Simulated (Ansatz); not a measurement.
# CdTe: H interstitial

Computed with Ansatz 0.2.0, DFT PBE, scalar-relativistic, plane waves, PAW. Settings: 420 eV cutoff, 2×2×2 k-mesh, shifted by half a step, Gaussian smearing of 0.01 eV, collinear spin in charge 0 alone.

Host crystal, relaxed:

```
CELL_PARAMETERS angstrom
0.00000 3.30963 3.30963
3.30963 0.00000 3.30963
3.30963 3.30963 0.00000
ATOMIC_POSITIONS crystal
Cd 0.00000 0.00000 0.00000
Te 0.25000 0.25000 0.25000
```

Supercell of 32 atoms, rows in host cell vectors: 3 -1 -1; -1 3 -1; -1 -1 3. Atoms relax at the host's cell, keeping the symmetry that the supercell leaves at the site. The cell is small, so energies carry finite-size errors of tenths of an eV. The host's Kohn–Sham gap is 0.58 eV. Atoms are taken from and returned to the elements' standard states. Charged cells are corrected for image charges with the computed static dielectric tensor (mean 12.6) and aligned with the host's potential at far atoms (alignment terms reach 0.08 eV; the program doubts the alignment in some charges, where it is up to 0.08 eV). No band-filling term is added, and the Fermi level counts from the host's valence band top.

Spin-orbit coupling is left out, which matters for the bands and energies of heavy elements.

Defect: H interstitial at (0.750, 0.750, 0.750) of the host cell.

Question: What is the formation energy of the neutral defect?

Answer: 2.14 eV.

Question: Does the neutral defect carry a moment, and how do its surroundings relax?

Answer: It changes the cell's moment by 1.00 μB. The nearest neighbours before are 4 Cd at 2.87 Å, 6 Te at 3.31 Å; after relaxation the atoms near the site are 4 Cd at 2.81 Å, 6 Te at 3.34 Å; the largest move is 0.06 Å.

Question: Charges +1, 0, -1 were computed. Which is stable where in the gap?

Answer: Among the charges computed the stable one is 0 at the valence band top, changing to -1 at 0.40 eV. In charge +1 the extra carrier would gain by moving to a band edge of the host, so it isn't bound in the gap. In charge +1 the cell has partly filled bands: a level of the defect may be part filled, the carrier may sit in the host's bands, or levels may cross between the k points, so transitions that involve it are doubtful. Other sites of the defect weren't tried. Levels between neighbouring charges: (+1/0) -0.57 eV, (0/-1) 0.40 eV.